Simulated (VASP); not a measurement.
## KTaO3: single point with r2SCAN

KTaO3:

```
Ta K O
1.0
     3.98830    0.00000    0.00000
     0.00000    3.98830    0.00000
     0.00000    0.00000    3.98830
Ta K O
1 1 3
Direct
  0.97436 0.98881 0.99559
  0.49380 0.50819 0.51262
  0.02588 0.02313 0.50326
  0.99247 0.49053 0.00304
  0.49477 0.00843 0.99898
```

The cell isn't the ideal one: grid = ENCUT=900 k=8x8x8 ISMEAR=0 SIGMA=0.05 PREC=Accurate EDIFF=1e-08 LREAL=False ADDGRID=False LASPH=True; atoms moved at random, drawn with an rms of 0.1 Å.

| Item | Value |
| --- | --- |
| Program | VASP 6.6.1 |
| Task | single point |
| Functional | r2SCAN |
| Potentials or basis | VASP PAW PBE potentials, release 64 (Ta, K_pv, O) |
| Cutoff | 900 eV |
| k mesh | 8 × 8 × 8 |
| Occupations | gaussian, width 0.05 eV |
| Spin | no spin polarisation |
| Further INCAR settings | ADDGRID = False; ALGO = Normal; EDIFF = 1e-08 |

* Pressure: 1.4 GPa
* Largest force: 1.134 eV/Å
* Band gap on the k mesh: 2.56 eV, indirect (least direct gap 3.30 eV)

Forces in eV/Å, atoms in the order of the input:
```
Ta   0.427  0.237  0.168
K   -0.078 -0.186 -0.289
O   -0.775 -0.758 -0.048
O   -0.061  1.131  0.048
O    0.488 -0.424  0.121
```

Stress tensor (GPa, compression positive):
```
 3.18  0.27  0.28
 0.27  1.47  0.24
 0.28  0.24 -0.44
```

Levels at points of the mesh, in eV from the valence-band top:
| k point | band 11 | band 12 | band 13 | band 14 | band 15 | band 16 | band 17 | band 18 | band 19 |
| --- | --- | --- | --- | --- | --- | --- | --- | --- | --- |
| (0.00, 0.00, 0.00) | -1.27 | -1.15 | -0.97 | -0.85 | -0.74 | 2.56 | 2.73 | 3.19 | 6.92 |
| (0.50, 0.00, 0.00) | -2.17 | -2.15 | -1.60 | -0.96 | -0.90 | 2.84 | 5.33 | 5.53 | 6.97 |
| (0.00, 0.50, 0.00) | -2.21 | -2.16 | -1.57 | -1.26 | -1.02 | 3.19 | 5.35 | 5.40 | 7.05 |
| (0.00, 0.00, 0.50) | -2.34 | -2.20 | -1.64 | -1.13 | -1.01 | 2.85 | 4.93 | 5.24 | 6.95 |
| (0.50, 0.50, 0.00) | -2.88 | -1.54 | -1.45 | -1.41 | -0.12 | 5.37 | 5.61 | 6.62 | 7.91 |
| (0.00, 0.50, 0.50) | -2.67 | -1.79 | -1.62 | -1.57 | -0.04 | 5.15 | 5.39 | 6.46 | 7.81 |
| (0.50, 0.00, 0.50) | -2.73 | -1.79 | -1.49 | -1.48 | -0.10 | 5.13 | 5.36 | 6.42 | 7.89 |
| (0.50, 0.50, 0.50) | -3.96 | -3.84 | -0.08 | -0.07 | 0.00 | 6.34 | 6.65 | 6.72 | 8.93 |

Wall time 40 min on 1 thread of AMD EPYC 9R14 (Zen 4) (shared host), peak memory 0.83 GiB.

Caveat: the PAW data sets were made with another functional, which shifts forces and pressure a little; spin-orbit coupling is left out, which moves the levels of the heavy elements. A k mesh can miss the band edges.
